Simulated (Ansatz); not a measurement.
How far is PAW off for ZrB2?

```yaml
crystal:
  lattice:
    - [3.14376, 0.00000, 0.00000]
    - [-1.57188, 2.72257, 0.00000]
    - [0.00000, 0.00000, 3.49638]
  atoms:
    - { symbol: Zr, position: [0.00000, 0.00000, 0.00000] }
    - { symbol: B, position: [0.33333, 0.66667, 0.50000] }
    - { symbol: B, position: [0.66667, 0.33333, 0.50000] }
```

Atom numbers follow the list: Zr1, B2, B3.

The conventional cell has a = 3.144 Å, b = 3.144 Å, c = 3.496 Å, α = 90.00°, β = 90.00°, γ = 120.00°. Zr (atom 1) has 12 B at 2.52 Å as nearest neighbours. B (atom 2) has 3 B at 1.82 Å as nearest neighbours.

The cell is COD entry 1510856, as deposited and not checked against the literature; nothing was relaxed. The listed cell was then made from it by scaling, straining or moving an atom.

Methods: DFT, PBE, PAW with Ansatz's default frozen-core files, scalar-relativistic (Ansatz 0.2.0); DFT, PBE, all-electron LAPW, scalar-relativistic (Ansatz 0.2.0).

For PAW: a Γ-centred 12×12×9 k mesh, Fermi–Dirac smearing of 0.05 eV, cutoff 420 eV, no spin polarisation. LAPW targets a basis error of 1 meV/atom. The Ansatz runs share mesh, smearing and spin set-up. Plane-wave (PAW) pressures include the program's estimate of the Pulay term.

Stress and pressure are positive in compression.

The change that made this cell: volume scaled by 0.98.

PAW results:

| quantity | PAW |
| --- | --- |
| pressure (GPa) | 7.62 |
| stress xx (GPa) | 7.26 |
| stress zz (GPa) | 8.35 |

(1) What does all-electron LAPW give for the same quantities?

Results:

(1) 
| quantity | LAPW |
| --- | --- |
| pressure (GPa) | 7.66 |
| stress xx (GPa) | 7.27 |
| stress zz (GPa) | 8.43 |
